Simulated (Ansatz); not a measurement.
# GaN: response to strain

Aim: deform GaN (equal xy, yz and zx engineering shear strains of -2 %) and compute stress, forces and field gradients with LAPW, PAW and all-electron datasets made for the crystal.

Computed with Ansatz 0.2.0 (DFT PBE, scalar-relativistic, unless a step's input says otherwise).

## (1) Starting point

It takes space group Fm-3m (No. 225, cubic). Conventional cell: a = 3.985 Å, b = 3.985 Å, c = 3.985 Å, α = 90.00°, β = 90.00°, γ = 90.00°. Ga (site symmetry m-3m) is surrounded by 6 N at 1.99 Å. N (site symmetry m-3m) has 6 Ga at 1.99 Å as nearest neighbours.

Structure file:

```
Ga N
1.0
     0.00000    1.99250    1.99250
     1.99250    0.00000    1.99250
     1.99250    1.99250    0.00000
Ga N
1 1
Direct
  0.50000 0.50000 0.50000
  0.00000 0.00000 0.00000
```

Atoms are numbered in the order of the input: Ga1, N2.

## (2) The deformed structure

Space group Fm-3m before, R-3m after.

## (3) LAPW, all electrons

File input.yaml:

```yaml
crystal:
  lattice:
    - [-0.03985, 1.972575, 1.972575]
    - [1.972575, -0.03985, 1.972575]
    - [1.972575, 1.972575, -0.03985]
  atoms:
    - { symbol: Ga, position: [0.5, 0.5, 0.5] }
    - { symbol: "N", position: [0.0, 0.0, 0.0] }
kpoints:
  mp_grid: { grid: [13, 13, 13] }
  band_path:
    path:
      - [0.0, 0.0, 0.0]
      - [0.5, 0.5, 0.5]
      - [0.2551801333, 0.5, 0.7448198667]
      - [-0.2551801333, 0.2551801333, 0.5]
      - [0.0, 0.0, 0.5]
      - [0.0, 0.0, 0.0]
      - [-0.3775900666, 0.0, 0.3775900666]
      - [0.0, 0.3775900666, 0.6224099334]
      - [0.0, 0.5, 0.5]
    npoints: 5
scf:
  occupations: { method: fermi_dirac, width: 0.02 }
hamiltonian:
  xc: pbe
  pseudopotentials: { kind: all_electron, lapw: { basis_error: 0.001 } }
output:
  forces: true
  stress: true
  eigenvalues: true
```

Command:

```sh
$ ansatz run input.yaml --threads 1 --pin off --max-ram 3072MiB --backend cpu --events-out ev --progress --plain --runs-dir out
```

## (4) PAW on the default files

File input.yaml:

```yaml
crystal:
  lattice:
    - [-0.03985, 1.972575, 1.972575]
    - [1.972575, -0.03985, 1.972575]
    - [1.972575, 1.972575, -0.03985]
  atoms:
    - { symbol: Ga, position: [0.5, 0.5, 0.5] }
    - { symbol: "N", position: [0.0, 0.0, 0.0] }
kpoints:
  mp_grid: { grid: [13, 13, 13] }
scf:
  occupations: { method: fermi_dirac, width: 0.02 }
hamiltonian:
  xc: pbe
  pseudopotentials: { kind: paw }
output:
  forces: true
  stress: true
  eigenvalues: true
  efg: { contact_densities: true }
```

## (5) Datasets made for this crystal

input.yaml, as its differences from that of step 4:

```diff
@@ -14,3 +14,3 @@
   xc: pbe
-  pseudopotentials: { kind: paw }
+  pseudopotentials: { kind: all_electron, datasets: crystal }
 output:
```

(Steps that only read results are left out.)

Q: Predict the outcome of this session. Wanted: pressure; largest shear or deviatoric stress.

**Answer**, as computed:

| quantity | value |
| --- | --- |
| pressure | LAPW 69.23, PAW 69.26, crystal datasets 69.23 GPa |
| largest shear or deviatoric stress (LAPW) | 5.15 GPa |

In words: The largest part of the stress beyond the pressure is 5.15 GPa in size; the atoms are carried along and not relaxed. No run of the undeformed cell stands beside it, so the pressure holds what the given cell had before the change. PAW: stress within 0.03 GPa of LAPW. Crystal datasets: stress within 0.01 GPa of LAPW.
